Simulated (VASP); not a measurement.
Write the native input for VASP 6.6.1 that does the following.

- Task: relaxation of cell and atoms
- Functional: PBE
- Potentials or basis: VASP PAW PBE potentials, release 64 (Sn_d, O)
- Cutoff: 600 eV
- k mesh: 6 × 6 × 6
- Occupations: gaussian, width 0.03 eV
- Spin: no spin polarisation
- Target pressure: 44.5 GPa
- Further INCAR settings: ALGO = Normal; EDIFF = 1e-07; IBRION = 2; EDIFFG = -0.005; NSW = 90; ISIF = 3
- Target pressure: 44.5 GPa

The structure of SnO2 lies in POSCAR:

```
SnO2                                    
1.0
    4.9049552635      0.0000000000     -0.0000000000
   -0.0000000000      4.9049552635      0.0000000000
   -0.0000000000      0.0000000000      4.9049552635
  Sn              O             
     4     8
Direct
     0.0000000000000000    0.5000000000000000    0.5000000000000000
     0.5000000000000000    0.5000000000000000    0.0000000000000000
     0.5000000000000000    0.0000000000000000    0.5000000000000000
     0.0000000000000000    0.0000000000000000    0.0000000000000000
     0.3453084772453638    0.1546915227546362    0.8453084772453640
     0.1546915227546362    0.8453084772453640    0.3453084772453638
     0.8453084772453640    0.3453084772453638    0.1546915227546362
     0.6546915227546360    0.6546915227546360    0.6546915227546360
     0.3453084772453638    0.3453084772453638    0.3453084772453638
     0.1546915227546362    0.6546915227546360    0.8453084772453640
     0.8453084772453640    0.1546915227546362    0.6546915227546360
     0.6546915227546360    0.8453084772453640    0.1546915227546362
```

Measurements of this composition are mostly on another form, of space group No. 136.

These files were run (other wordings do the same):

INCAR

```
  PREC = Accurate
  ENCUT = 600
  EDIFF = 1E-7
  ISMEAR = 0
  SIGMA = 0.03
  LREAL = False
  LASPH = True
  NELM = 80
  ALGO = Normal
  ISIF = 3
  LWAVE = False
  LCHARG = False
  GGA = PE
  IBRION = 2
  NSW = 90
  EDIFFG = -0.005
  PSTRESS = 445.0
  KPAR = 4
```

KPOINTS

```
Automatic mesh
0
Gamma
  6 6 6
```

Potentials or basis: VASP PAW PBE potentials, release 64 (Sn_d, O).

Command:

```bash
$ cat potpaw_PBE.64/Sn_d/POTCAR potpaw_PBE.64/O/POTCAR > POTCAR
$ mpirun -np 4 vasp_std > vasp.out
```

Results of the run:

```json
{
  "Energy change on relaxing (the enthalpy is what falls)": "-0.2 meV/atom",
  "Ionic steps": "5",
  "Pressure after relaxing": "44.5 GPa",
  "Band gap on the k mesh": "2.28 eV, indirect (least direct gap 2.41 eV)"
}
```

Caveat: the cell is relaxed towards a set pressure, so the enthalpy falls and the energy may rise; spin-orbit coupling is left out, which moves the levels of the heavy elements.

It took 2.8 min on 4 MPI ranks on Intel(R) Xeon(R) Platinum 8559C (Emerald Rapids) (shared host), peak memory 0.35 GiB a rank.
